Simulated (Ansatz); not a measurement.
# TiO2: further runs on the relaxed cell, part 3 of 3

This session takes TiO2 and sets out to relax it again with other functionals.

Ansatz 0.2.0; DFT PBE, scalar-relativistic, plane waves, PAW. Steps at another level of theory say so in their titles or inputs.

### Step 4. A further run, with the input changed

Input file input.yaml:

```yaml
crystal:
  lattice:
    - [2.6778141724, -2.6778824632, -0.0200445304]
    - [2.6778141724, 2.6778824632, -0.0200445304]
    - [-2.6419610357, 0.0, 4.8068304915]
  atoms:
    - { symbol: Ti, position: [0.125010904, 0.874989096, 0.25] }
    - { symbol: Ti, position: [0.874989096, 0.125010904, 0.75] }
    - { symbol: O, position: [0.3330696897, 0.0830618448, 0.6661384828] }
    - { symbol: O, position: [0.6669303103, 0.9169381552, 0.3338615172] }
    - { symbol: O, position: [0.9169381552, 0.6669303103, 0.8338615172] }
    - { symbol: O, position: [0.0830618448, 0.3330696897, 0.1661384828] }
basis:
  ecutwfc: 420
kpoints:
  mp_grid: { grid: [8, 8, 6] }
hamiltonian:
  xc: pbe
  dispersion: d3bj
scf:
  occupations: { method: fixed }
  max_iter: 100
output:
  forces: true
  eigenvalues: true
  stress: true
```

Started as:

```console
$ ansatz run input.yaml --threads 1 --pin off --max-ram 2560MiB --backend cpu --events-out ev --progress --plain --runs-dir out
```

Log, shortened:

```text
Warning: RAYON_NUM_THREADS=1 ignored (pool sized by the plan → 1); use --threads N
[...]
Pseudopotentials: kind: paw
Pseudopotential: Ti, paw, valence charge 12, recommended cutoff 420 eV (normal), Ti.paw.azcp
Pseudopotential: O, paw, valence charge 6, recommended cutoff 420 eV (normal), O.paw.azcp
Functional definition: PBE
[...]
Crystal: 6 atoms, lattice volume = 68.655 Å³
[...]
  atom   3  O     -0.00001853     0.00007336     0.00012669
  atom   4  O      0.00001853    -0.00007336    -0.00012669
  atom   5  O      0.00001853     0.00007336    -0.00012669
  atom   6  O     -0.00001853    -0.00007336     0.00012669
[...]
--- Stress (GPa, compression-positive) ---
       -0.002568       0.000000      -0.000022
        0.000000      -0.002364      -0.000000
       -0.000023      -0.000000      -0.013569
  P = ⅓ Tr σ = -0.0062 GPa (-0.062 kbar)
--- Band table (eV; the first three rows and the last of 114) ---
[...]
```

Run time: 17 s. Hardware: 1 thread of AMD EPYC (Zen 3), shared host; peak memory 0.46 GiB.

### Step 5. Checking the result

This run ends as converged. That alone doesn't make the input a sound one.

Fixed occupations are right only where a gap separates filled from empty bands at every k-point. This system has one (2.15 eV on the mesh), so they are sound here.

The occupations need no remedy; a run with other occupations serves as a check.

| run | ending | energy change | pressure (GPa) | gap (eV) | force (eV/Å) | cycles | time |
| --- | --- | --- | --- | --- | --- | --- | --- |
| step 3 | converged | 0 | 0.0 | 2.15 | 0.00 | - | 2.2 min |
| altered | converged | 0.0 meV/atom (σ→0) | 0.0 | 2.15 | 0.00 | 7 | 17 s |

The changed input (smearing) leaves the energy the same to the digits printed.

### Step 6. One structure, several functionals

Lengths are those of the vectors of the cell that was run.

| functional | a (Å) | b (Å) | c (Å) | volume (Å³/atom) | against the listed cell | gap on the mesh (eV) |
| --- | --- | --- | --- | --- | --- | --- |
| PBE | 3.799 | 3.799 | 5.543 | 11.67 | -0.4 % | 2.16 |
| PBEsol | 3.770 | 3.770 | 5.470 | 11.31 | -3.4 % | 2.15 |
| PBE+D3(BJ) | 3.787 | 3.787 | 5.485 | 11.44 | -2.3 % | 2.15 |

### Step 7. Summary of results

What follows sums up all 3 parts.

| quantity | value |
| --- | --- |
| step 4, run with occupations.method fixed, width left out (against step 3) | converged, 7 SCF cycles |

**Reading.** The volumes rise in the order PBEsol, PBE+D3(BJ), PBE, over 3.1 %. A measured lattice constant a of TiO2 is 3.7842 Å (a printed reference work, textbook); the calculated 3.770 Å misses it by -0.4 %. That is the cell relaxed with PBEsol. Measured lattice constant c of TiO2: 9.5146 Å (a printed reference work, textbook). This calculation gives 9.554 Å (+0.4 %). The calculation is for a static lattice.
